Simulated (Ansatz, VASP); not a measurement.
## Two plane-wave programs on Au

INCAR

```
SYSTEM = Au
  ALGO = Normal
  EDIFF = 1E-7
  ENCUT = 520
  GGA = PS
  ISIF = 2
  ISMEAR = 0
  LASPH = .TRUE.
  LCHARG = .FALSE.
  LREAL = .FALSE.
  LWAVE = .FALSE.
  NBANDS = 12
  NELM = 100
  PREC = Accurate
  SIGMA = 0.05
```

Contents of KPOINTS:

```
k-points
0
G
  22 22 22
  0 0 0
```

File POSCAR:

```
Au
1.0
    0.0000000000      2.0591894318      2.0591894318
    2.0591894318      0.0000000000      2.0591894318
    2.0591894318      2.0591894318      0.0000000000
Au
1
Direct
    0.0000000000      0.0000000000      0.0000000000
```

Input for Ansatz:

```yaml
crystal:
  lattice:
    - [0.0, 2.0591894318, 2.0591894318]
    - [2.0591894318, 0.0, 2.0591894318]
    - [2.0591894318, 2.0591894318, 0.0]
  atoms:
    - { symbol: Au, position: [0.0, 0.0, 0.0] }
scf:
  occupations: { method: gaussian, width: 0.05 }
output:
  forces: true
  stress: true
  eigenvalues: true
  write_density: true
  write_potential: true
  elf: true
  volumetric_format: npy
hamiltonian:
  xc: pbesol
basis:
  ecutwfc: 450
kpoints:
  mp_grid: { grid: [22, 22, 22] }
```

Alike in both runs: task single point; functional PBEsol; k mesh 22 × 22 × 22; occupations gaussian, width 0.05 eV; no spin polarisation.

|  | VASP | Ansatz |
| --- | --- | --- |
| version | VASP 6.6.1 | Ansatz 0.2.0 |
| potentials or method | VASP PAW PBE potentials, release 64 (Au) | scalar-relativistic, plane waves, PAW |
| plane-wave cutoff (eV) | 520 | 450 |
| valence electrons in the cell | 11 | 19 |

|  | VASP | Ansatz | Ansatz less VASP |
| --- | --- | --- | --- |
| gap on the k mesh at the Fermi level (eV) | none | none | - |
| pressure (GPa) | -4.4 | -4.2 | +0.25 |

A gap of «none» marks a metal or a gap that the smearing closes. The functional is the same, so the differences come from potentials, cutoffs and numerics. The two sets of potentials don't hold the same shells in valence.

Caveats: the PAW data sets were made with another functional, which shifts forces and pressure a little (VASP). The runs have no spin-orbit coupling, so splittings on Au are missing.
